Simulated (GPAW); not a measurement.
# BN (P6_3mc) in GPAW: single point with GLLB-SC

Aim: the single point of BN with GLLB-SC.

Program: GPAW 26.7.0. These are calculated values, not measurements. Logs are shortened: lines on timing, memory, paths and dates and some standing lists are left out, and cuts for length are marked. The log counts tension as positive stress, the text compression.

## 1. The crystal as given

It takes space group P6_3mc (No. 186, hexagonal). Conventional cell: a = 2.554 Å, b = 2.554 Å, c = 4.227 Å, α = 90.00°, β = 90.00°, γ = 120.00°. N (site symmetry 3m) is surrounded by 4 B at 1.57 to 1.58 Å. Around B (site symmetry 3m) lie 4 N at 1.57 to 1.58 Å.

Measurements of this composition are mostly on another form, of space group No. 194.

## 2. Single point, GLLB-SC

File run.py:

```python
from ase.dft.bandgap import bandgap
from ase.io import read, write
from gpaw import GPAW, PW

atoms = read('POSCAR')

calc = GPAW(mode=PW(550),
            xc='GLLBSC',
            kpts={'size': (10, 10, 5), 'gamma': True},
            occupations={'name': 'fermi-dirac', 'width': 0.05},
            nbands=18,
            maxiter=120,
            txt='gpaw.txt')
atoms.calc = calc
energy = atoms.get_potential_energy()
calc.write('gs.gpw')
write('result.traj', atoms)
print('Fermi level:', round(calc.get_fermi_level(), 4), 'eV')
print(f'Gap: {bandgap(calc)[0]:.4f} eV, direct: {bandgap(calc, direct=True)[0]:.4f} eV')
```

File POSCAR:

```
BN
1.0
    2.5539396017      0.0000000000      0.0000000000
   -1.2769698009      2.2117765748      0.0000000000
    0.0000000000      0.0000000000      4.2268550000
N B
2 2
Direct
    0.3333333333      0.6666666667      0.1252760000
    0.6666666667      0.3333333333      0.6252760000
    0.3333333333      0.6666666667      0.4997240000
    0.6666666667      0.3333333333      0.9997240000
```

Potentials or basis: the program's PAW data sets (release 1.2.1) made for this functional, pw.

Started as:

```bash
$ OMP_NUM_THREADS=1 python run.py
```

gpaw.txt:

```text
___ ___ ___ _ _ _
 |   |   |_  | | | |
 | | | | | . | | | |
 |__ |  _|___|_____|  26.7.0
 |___|_|

Input parameters:
  kpts: {gamma: True,
         size: (10, 10, 5)}
  maxiter: 120
  mode: {ecut: 550.0,
         name: pw}
  nbands: 18
  occupations: {name: fermi-dirac,
                width: 0.05}
  xc: GLLBSC

System changes: positions, numbers, cell, pbc, initial_charges, initial_magmoms

Initialize ...

species:
  N:
    name:    Nitrogen
    Z:       7.0
    valence: 5
    core:    2
    charge:  0.0  # [|e|]
    compensation charges:
      type: gauss
      rc: 0.18  # [Å]
      lmax: 2
    cutoffs:
      filter: 1.11  # [Å]
      core: 0.96  # [Å]
    projectors
    | kind |    occ | energy [eV] | rcut [Å] |
    |------|--------|-------------|----------|
    |   2s |  2.000 |     -22.351 |    0.603 |
    |   2p |  3.000 |     -10.227 |    0.529 |
    |    s |        |       4.860 |    0.603 |
    |    p |        |      16.985 |    0.529 |
    |    d |        |       0.000 |    0.577 |

    Using partial waves for N as LCAO basis

  B:
    name:    Boron
    Z:       5.0
    valence: 3
    core:    2
    charge:  0.0  # [|e|]
    compensation charges:
      type: gauss
      rc: 0.20  # [Å]
      lmax: 2
    cutoffs:
      filter: 1.14  # [Å]
      core: 1.38  # [Å]
    projectors
    | kind |    occ | energy [eV] | rcut [Å] |
    |------|--------|-------------|----------|
    |   2s |  2.000 |     -10.319 |    0.635 |
    |   2p |  1.000 |      -4.115 |    0.635 |
    |    s |        |      16.892 |    0.635 |
    |    p |        |      23.096 |    0.635 |
    |    d |        |       0.000 |    0.635 |

    Using partial waves for B as LCAO basis

Reference energy: -4282.856658  # eV

Spin-paired calculation

Convergence criteria:
 Maximum [total energy] change in last 3 cyles: 0.0005 eV / valence electron
 Maximum integral of absolute [dens]ity change: 0.0001 electrons / valence electron
 Maximum integral of absolute [eigenst]ate change: 4e-08 eV^2 / valence electron
 Maximum number of scf [iter]ations: 120
 (Square brackets indicate name in SCF output, whereas a 'c' in
 the SCF output indicates the quantity has converged.)

Symmetries present (total): 6

  ( 1  1  0)  ( 1  0  0)  ( 0  1  0)  ( 0 -1  0)  (-1  0  0)  (-1 -1  0)
  ( 0 -1  0)  ( 0  1  0)  (-1 -1  0)  (-1  0  0)  ( 1  1  0)  ( 1  0  0)
  ( 0  0  1)  ( 0  0  1)  ( 0  0  1)  ( 0  0  1)  ( 0  0  1)  ( 0  0  1)

500 k-points: 10 x 10 x 5 Monkhorst-Pack grid + [1/20,1/20,0.000000]
58 k-points in the irreducible part of the Brillouin zone
       k-points in crystal coordinates                weights
   0:     0.00000000    0.00000000    0.00000000          1/500
   1:     0.00000000    0.00000000    0.20000000          2/500
   2:     0.00000000    0.00000000    0.40000000          2/500
   3:     0.10000000    0.00000000   -0.40000000          6/500
   4:     0.10000000    0.00000000   -0.20000000          6/500
   5:     0.10000000    0.00000000    0.00000000          6/500
   6:     0.10000000    0.00000000    0.20000000          6/500
   7:     0.10000000    0.00000000    0.40000000          6/500
   8:     0.20000000   -0.10000000    0.00000000          6/500
   9:     0.20000000   -0.10000000    0.20000000         12/500
          ...
  57:     0.50000000    0.50000000    0.40000000          6/500

Wave functions: Plane wave expansion
  Cutoff energy: 550.000 eV
  Number of coefficients (min, max): 685, 714
  Pulay-stress correction: 0.000000 eV/Ang^3 (de/decut=0.000000)
  Using FFTW library
  ScaLapack parameters: grid=1x1, blocksize=None
  Wavefunction extrapolation:
    Improved wavefunction reuse through dual PAW basis

Occupation numbers: Fermi-Dirac:
  width: 0.0500  # eV

Eigensolver
   Davidson(niter=2)

Densities:
  Coarse grid: 14*14*24 grid
  Fine grid: 28*28*48 grid
  Total Charge: 0.000000

Density mixing:
  Method: separate
  Backend: msr1
  Linear mixing parameter: 0.05
  old densities: 10
  Width of damping distribution: 1.1
  Damping of long wavelength oscillations: 20

Hamiltonian:
  XC and Coulomb potentials evaluated on a 28*28*48 grid
  Using the GLLBSC Exchange-Correlation functional
  External potential:
    NoExternalPotential

XC parameters: GLLBSC functional being used consists of
  -----------------------------------------------------------------------
  | Weight | Module     | Description                                   |
  -----------------------------------------------------------------------
  |  1.000 | SCREENING  | GGA_X_PBE_SOL with 2 nearest neighbor stencil |
  |  1.000 | RESPONSE   | eps=0.0500 eV                                 |
  |  1.000 | XC         | GGA_C_PBE_SOL with 2 nearest neighbor stencil |
  -----------------------------------------------------------------------

Number of atoms: 4
Number of atomic orbitals: 16
Number of bands in calculation: 18
Number of valence electrons: 16
Bands to converge: occupied

... initialized

Initializing position-dependent things.

Density initialized from atomic densities
Creating initial wave functions:
  16 bands from LCAO basis set
  2 bands from random numbers

          B

        B N

        N

Atomic positions and initial magnetic moments

Positions:
   0 N     -0.000000    1.474518    0.529523    ( 0.0000,  0.0000,  0.0000)
   1 N      1.276970    0.737259    2.642951    ( 0.0000,  0.0000,  0.0000)
   2 B     -0.000000    1.474518    2.112261    ( 0.0000,  0.0000,  0.0000)
   3 B      1.276970    0.737259    4.225688    ( 0.0000,  0.0000,  0.0000)

Unit cell:
           periodic     x           y           z      points  spacing
  1. axis:    yes    2.553940    0.000000    0.000000    14     0.1580
  2. axis:    yes   -1.276970    2.211777    0.000000    14     0.1580
  3. axis:    yes    0.000000    0.000000    4.226855    24     0.1761

  Lengths:   2.553940   2.553940   4.226855
  Angles:   90.000000  90.000000 120.000000

Effective grid spacing dv^(1/3) = 0.1719

iter:   1   -37.943910
iter:   2   -38.888389   -1.49  -0.71
iter:   3   -36.843861   -0.53  -0.73
iter:   4   -35.888566   -1.20  -0.87
iter:   5   -36.880938   -1.36  -1.36
iter:   6   -35.944565   -1.91  -1.28
iter:   7   -35.916665   -3.23  -1.86
iter:   8   -35.916753   -4.28  -2.10
iter:   9   -35.881274   -4.00  -2.21
iter:  10   -35.875306   -4.81  -2.89
iter:  11   -35.877419c  -6.28  -4.00
iter:  12   -35.877556c  -7.31  -4.45c
iter:  13   -35.877966c  -8.88c -4.52c

Converged after 13 iterations.

Dipole moment: (-0.000000, 0.000000, -1.759004) |e|*Ang

Energy contributions relative to reference atoms: (reference = -4282.856658)

Kinetic:        +34.002550
Potential:      -31.483963
External:        +0.000000
XC:             -38.359777
Entropy (-ST):   -0.000000
Local:           -0.036775
SIC:             +0.000000
--------------------------
Free energy:    -35.877966
Extrapolated:   -35.877966

GLLBSC response reference energy: 8.58813 eV (from HOMO)

Showing only first 2 kpts
 Kpt  Band  Eigenvalues  Occupancy
  0     6      8.58819    2.00000
  0     7      8.58820    2.00000
  0     8     17.84469    0.00000
  0     9     17.85280    0.00000

  1     6      8.36374    2.00000
  1     7      8.36375    2.00000
  1     8     18.11367    0.00000
  1     9     18.11389    0.00000

Fermi level: 10.97208

Gap: 6.044 eV
Transition (v -> c):
  (s=0, k=0, n=7, [0.00, 0.00, 0.00]) -> (s=0, k=39, n=8, [0.40, 0.30, 0.00])
Direct/indirect transitions are different
Direct gap: 8.917 eV
Transition at: (s=0, k=13, n=7, [0.20, 0.00, 0.00])
Writing to gs.gpw (mode='')
```

Run time: 16 s. Hardware: 1 thread of Arm Neoverse V1, shared host; peak memory 0.15 GiB.

These settings aren't checked as converged: the numbers below hold their error.

Results:

```
Band gap on the k mesh, Kohn-Sham part alone : 6.04 eV, indirect (least direct gap 8.92 eV)
```

Caveat: a model potential gives levels but no total energy; an odd mesh through Γ misses points on the zone boundary, where band edges often lie.
